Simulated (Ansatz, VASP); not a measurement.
# Cross-check of ZnS2 between VASP and Ansatz, part 2 of 2

One calculation is typed for both programs; each brings its own data sets. How far apart do they land? The cell is taken from a series of runs on this material, whose earlier steps may have relaxed, scaled, displaced or heated it; both programs get it as it stands.

VASP 6.6.1 and Ansatz 0.2.0.

So far: Starting point; VASP: relaxation of cell and atoms, BLYP with D3(BJ).

**3. Ansatz: relaxation of cell and atoms, BLYP with D3(BJ)**

Level of this step: Ansatz beside VASP: Kohn-Sham DFT, plane waves, BLYP with D3(BJ) (Ansatz).

Ansatz runs on its default PAW (the set named soft_2) files.

The same cell, functional (in two slightly different forms), mesh and smearing now go to Ansatz, which takes its cutoff from its data sets.

The input, input.yaml:

```yaml
crystal:
  lattice:
    - [5.94543046, 0.0, 0.0]
    - [0.0, 5.94543046, 0.0]
    - [0.0, 0.0, 5.94543046]
  atoms:
    - { symbol: Zn, position: [0.5, 0.5, 0.0] }
    - { symbol: Zn, position: [0.5, 0.0, 0.5] }
    - { symbol: Zn, position: [0.0, 0.5, 0.5] }
    - { symbol: Zn, position: [0.0, 0.0, 0.0] }
    - { symbol: S, position: [0.10024639, 0.89975361, 0.39975361] }
    - { symbol: S, position: [0.89975361, 0.39975361, 0.10024639] }
    - { symbol: S, position: [0.39975361, 0.10024639, 0.89975361] }
    - { symbol: S, position: [0.60024639, 0.60024639, 0.60024639] }
    - { symbol: S, position: [0.89975361, 0.10024639, 0.60024639] }
    - { symbol: S, position: [0.10024639, 0.60024639, 0.89975361] }
    - { symbol: S, position: [0.60024639, 0.89975361, 0.10024639] }
    - { symbol: S, position: [0.39975361, 0.39975361, 0.39975361] }
kpoints:
  mp_grid: { grid: [4, 4, 4] }
hamiltonian:
  xc: blyp
  dispersion: d3bj
scf:
  occupations: { method: gaussian, width: 0.02 }
output:
  forces: true
  stress: true
  eigenvalues: true
relax:
  adjacent_minimum: "off"
  f_tol: 0.005
  max_steps: 60
  cell: { stress_tol: 0.03 }
```

Run with:

```sh
ansatz run input.yaml --threads 4 --pin off --max-ram 16384MiB --backend cpu --events-out ev --progress --plain --runs-dir out
```

Numbers of over 12 decimals in the logs are rounded to 6 here.

The log of the run:

```text
Engine: ansatz 0.2.0, aarch64-unknown-linux-gnu
Pseudopotentials: kind: paw
Pseudopotential: Zn, paw, valence charge 12, recommended cutoff 420 eV (normal), Zn.paw.azcp
Pseudopotential: S, paw, valence charge 6, recommended cutoff 420 eV (normal), S.paw.azcp
Functional definition: BLYP
  parameter beta = 0.0042
  parameter a = 0.04918
  parameter b = 0.132
  parameter c = 0.2533
  parameter d = 0.349
  exchange = b88_x(beta = beta)
  correlation = lyp_c(a = a, b = b, c = c, d = d)
Crystal: 12 atoms, lattice volume = 210.160 Å³
Basis set: ecut = 420 eV, 4067 PW (Γ), exchange–correlation on 80×80×80 points (8 copies of the dense FFT grid, shifted against one another)
Bands: 60, of which v1, the nominal top of the filled ones, is band 48 counted from 1 (47 counted from 0)
Symmetry: 24 space group operations
Space group: Pa-3 (ITA 205), of the structure as read, at distance tolerance 5.9e-5 Å
k-points: 11 of 64
Non-local potential: Zn, projectors of the file, l = 0: 2, l = 1: 2, l = 2: 3, l = 3: 1
Non-local potential: S, projectors of the file, l = 0: 2, l = 1: 2, l = 2: 2
PAW form: soft (Blöchl's): semilocal exchange-correlation on the pseudo side does not see the compensation charge
PAW frozen core: Zn, regenerated for the run's functional, and the local potential with it (the file was generated under x = pbe(κ = 0.804, μ = 0.219515), c = pbe(β = 0.066725))
PAW frozen core: S, regenerated for the run's functional, and the local potential with it (the file was generated under x = pbe(κ = 0.804, μ = 0.219515), c = pbe(β = 0.066725))
PAW one-centre angular grid: Zn, 590 points (default); XC on 64 Gauss nodes
PAW one-centre angular grid: S, 110 points (default); XC on 64 Gauss nodes
Initial density: superposition of atomic densities (neutral atoms: chi_scale 0, normalization atom), corrected by the library's trained network
Initial wavefunctions: pseudopotential atomic-orbital guess
Functional: x = b88, c = lyp
SCF iter   1: F=—  HF=-20579.619941 eV  |F-HF|=—  |Δ(HF+E_count)|=         —  Δρ=7.29e-3  dr2=1.29e-1  ethr=1.77e-3  ⟨swp⟩=8.4  Hψ=3054  notcnv=0  defer=2
preconditioner: auto → Resta (q_TF=auto, 2.394 Å⁻¹)  ε∞=6.9  [insulator: Δε(μ)=1.536 eV  Ē_g=10.324 eV  σ=0.020 eV  W_gap=1.00  n_scr=56 (ndim 8)  ℏωp=25.1 eV  f_vac=0.000  D(μ)=0.00/eV (n_scr^D=0)  ε∞_Penn≈6.9]
SCF iter   2: F=—  HF=-20579.579401 eV  |F-HF|=—  |Δ(HF+E_count)|=   4.05e-2  Δρ=3.37e-3  dr2=2.87e-2  ethr=1.34e-4  ⟨swp⟩=2.5  Hψ=1155  notcnv=0  defer=51
SCF iter   3: F=—  HF=-20579.570234 eV  |F-HF|=—  |Δ(HF+E_count)|=   9.17e-3  Δρ=1.21e-3  dr2=1.68e-3  ethr=2.99e-5  ⟨swp⟩=2.5  Hψ=1228  notcnv=0  defer=51
SCF iter   4: F=—  HF=-20579.569494 eV  |F-HF|=—  |Δ(HF+E_count)|=   7.40e-4  Δρ=4.28e-4  dr2=5.86e-4  ethr=1.75e-6  ⟨swp⟩=2.0  Hψ=1057  notcnv=0  defer=51
SCF iter   5: F=—  HF=-20579.569390 eV  |F-HF|=—  |Δ(HF+E_count)|=   1.04e-4  Δρ=1.28e-4  dr2=4.21e-5  ethr=6.11e-7  ⟨swp⟩=2.0  Hψ=1022  notcnv=0  defer=51
SCF iter   6: F=—  HF=-20579.569301 eV  |F-HF|=—  |Δ(HF+E_count)|=   8.87e-5  Δρ=2.53e-5  dr2=1.32e-6  ethr=4.39e-8  ⟨swp⟩=2.1  Hψ=1025  notcnv=0  defer=51
SCF iter   7: F=-20579.569302 eV  HF=-20579.569302 eV  |F-HF|=6.78e-8  |Δ(HF+E_count)|=   7.27e-7  Δρ=6.09e-6  dr2=5.40e-8  ethr=1.04e-10  ⟨swp⟩=9.1  Hψ=3132  notcnv=0
SCF 1 converged in 7 iterations: F = -20579.569302 eV  dr2 = 5.40e-8
  greatest PAW one-centre occupation: 0.989 electrons in one spin orbital (limit 2), on the Zn atom at site 3 (counted from 0), in its partial waves of l = 2
relax step   1: F+E_penalty+E_count = -20579.56930191 eV  Δ(F+E_penalty+E_count) = +0.000e0 eV  max|allowed force component| = 2.433e-1 eV/Å  Δτ_max = 0.0000 Å  P = +0.536 GPa  Ω = 210.160 Å³  (7 SCF iters, dr2 threshold 1.00e-7 eV, accepted)
[...]
relax step   3: F+E_penalty+E_count = -20579.59380210 eV  Δ(F+E_penalty+E_count) = -2.134e-3 eV  max|allowed force component| = 4.699e-3 eV/Å  Δτ_max = 0.0041 Å  P = +0.018 GPa  Ω = 210.128 Å³  energy of the carried Pulay correction = +6.726e-6 eV  (5 SCF iters, dr2 threshold 3.04e-7 eV, accepted)
[...]
relax step   4: F+E_penalty+E_count = -20579.59380212 eV  Δ(F+E_penalty+E_count) = -2.050e-8 eV  max|allowed force component| = 4.720e-3 eV/Å  Δτ_max = 0.0000 Å  P = +0.018 GPa  Ω = 210.128 Å³  stress off target by 1.79e-2 GPa  SCF on the basis re-selected at this cell (its energy is not comparable with the rows above)  (6 SCF iters)
basis re-selected at this cell: Δ(F+E_penalty+E_count) = -2.050e-8 eV, ΔP = +0.000 GPa vs the last step (what re-selecting the basis moved, of the pressure what is left beyond the Pulay correction that the steps carried, after the strain that the cell walked since its last selection, with what the two solves' SCF thresholds leave and, on support functions, any second-order correction that the steps lacked; it is no m [...]
SCF converged after 6 iterations
Free energy (F): -20579.593802 eV
Harris-Foulkes:  -20579.593802 eV  (|F-HF|=1.46e-11)
Internal energy: -20579.593802 eV  (E = F + TS)
E sigma→0 (E₀):  -20579.593802 eV
Fermi energy:    9.216141 eV
--- Per-component energies (eV) ---
  E_band       = 181.253063
  E_kinetic    = 1392.679408
  E_local      = -8176.318085  (includes V_loc(G=0)·N_el)
  E_nonlocal   = 2691.781007
  E_hartree    = 3402.846260
  E_xc         = -1313.669456
  E_vxc        = -886.936881  (∫ρ·V_xc dr)
  E_paw        = -12212.970729  (= ΣΔE_a)
  E_vpaw       = -1645.643382  (= ΣTr[D̂ρ^β])
  E_aug_tail   = -0.001470  (compensation charges beyond the density's cutoff)
  E_ewald      = -6354.712639
  E_disp       = -9.107841  (pairwise vdW)
  E_core_change = -0.120257  (= ΣΔE_core)
  E_smearing   = -0.000000  (= −TS)
  E_closure    = -0.000000  (closes the sum)
  Σ components = -20579.593802   (vs F -20579.593802, Δ=0.00e0)
--- Forces (eV/Å), atoms counted from 1 ---
  atom   1  Zn     0.00000000     0.00000000    -0.00000000
  atom   2  Zn     0.00000000    -0.00000000     0.00000000
  atom   3  Zn    -0.00000000     0.00000000     0.00000000
  atom   4  Zn    -0.00000000    -0.00000000     0.00000000
  atom   5  S      0.00472009    -0.00472009    -0.00472009
  atom   6  S     -0.00472009    -0.00472009     0.00472009
  atom   7  S     -0.00472009     0.00472009    -0.00472009
  atom   8  S      0.00472009     0.00472009     0.00472009
  atom   9  S     -0.00472009     0.00472009     0.00472009
  atom  10  S      0.00472009     0.00472009    -0.00472009
  atom  11  S      0.00472009    -0.00472009     0.00472009
  atom  12  S     -0.00472009    -0.00472009    -0.00472009
  max |Σ_I F_I| component: 1.99e-17 eV/Å
--- Stress (GPa, compression-positive) ---
        0.017923       0.000000       0.000000
        0.000000       0.017923       0.000000
        0.000000       0.000000       0.017923
  P = ⅓ Tr σ = 0.0179 GPa (0.179 kbar)
--- Band table (eV; the first three rows and the last of 11) ---
  k-point 0: bands = [... 44 lower, 7.8191, 7.8191, 8.4844, 8.4844, 10.1961, 10.8171, 11.2599, 11.2599, ... 8 higher]
  k-point 1: bands = [... 44 lower, 7.5664, 7.6176, 8.0114, 8.4411, 10.2702, 10.4056, 10.8893, 10.9781, ... 8 higher]
  k-point 2: bands = [... 44 lower, 6.7767, 6.7767, 8.2824, 8.2824, 10.4360, 10.4360, 10.4663, 10.4663, ... 8 higher]
  k-point 10: bands = [... 44 lower, 6.2143, 6.2143, 6.2143, 6.2143, 10.4943, 10.4943, 10.4943, 10.4943, ... 8 higher]
--- Relaxed structure (3 steps of the walk, 3 accepted, 1 SCFs on fresh bases) ---
  F+E_penalty+E_count = -20579.59380212 eV   max|allowed force component| = 4.720e-3 eV/Å   (the final SCF, on the basis selected at the relaxed cell)
  cell:  # Å, volume = 210.1280 Å³
    - [5.945129, 0, 0.0]
    - [0, 5.945129, 0.0]
    - [0.0, 0.0, 5.945129]
  atoms:
    - { symbol: Zn, position: [0.500000, 0.500000, 0] }
    - { symbol: Zn, position: [0.500000, 0, 0.500000] }
    - { symbol: Zn, position: [0, 0.500000, 0.500000] }
    - { symbol: Zn, position: [0, 0, 0] }
    - { symbol: S, position: [0.101664, 0.898336, 0.398336] }
    - { symbol: S, position: [0.898336, 0.398336, 0.101664] }
    - { symbol: S, position: [0.398336, 0.101664, 0.898336] }
    - { symbol: S, position: [0.601664, 0.601664, 0.601664] }
    - { symbol: S, position: [0.898336, 0.101664, 0.601664] }
    - { symbol: S, position: [0.101664, 0.601664, 0.898336] }
    - { symbol: S, position: [0.601664, 0.898336, 0.101664] }
    - { symbol: S, position: [0.398336, 0.398336, 0.398336] }
```

In the SCF lines HF is the Harris–Foulkes energy and dr2 the Hartree energy of the density residual, in eV; the loop may stop once dr2 is under the threshold and the program's other checks hold. Hψ counts applications of the Hamiltonian.

**4. Comparison**

Known differences besides the potentials themselves: the cutoff is 420 eV in Ansatz and 500 eV in VASP; Ansatz makes its cores anew for this functional, VASP keeps those of its PBE data sets; VASP's log shows a relativistic correction to its local exchange, Ansatz's none; Ansatz adds a Pulay correction to the stress that steers its cell, VASP none. Total energies have different zeros and are not compared.

Compared:

| quantity | Ansatz | VASP | difference |
| --- | --- | --- | --- |
| volume (Å³) | 210.13 | 210.05 | +0.04 % |
| edge a after relaxation, in the typed setting (Å) | 5.945 | 5.944 | +0.01 % |

**5. What came out**

- difference in volume (relaxation of cell and atoms, BLYP with D3(BJ)): 0.038 %

What this shows: The difference in volume is 0.038 % (relaxation of cell and atoms, BLYP with D3(BJ)), within the 1.2 % picked in this series as the mark of a large difference, as far as the stopping tolerances let one tell. 2 further runs of this series are not shown here. Such differences can come from data sets, numerical settings and the points named under the comparisons, not from the functional's error against experiment.

[Lines on the potential files, build, host, timing and source positions are cut from VASP's logs without a mark.]

[Logs are printed without paths, hosts, clocks, repeated set-up lines and the standing remarks that a program may print on its own settings, such as how far it seeks lower states.]

[Hosts, paths, dates, database ids (printed as entryN), source tags and the programs' standing remarks are cut or masked in the printed files.]
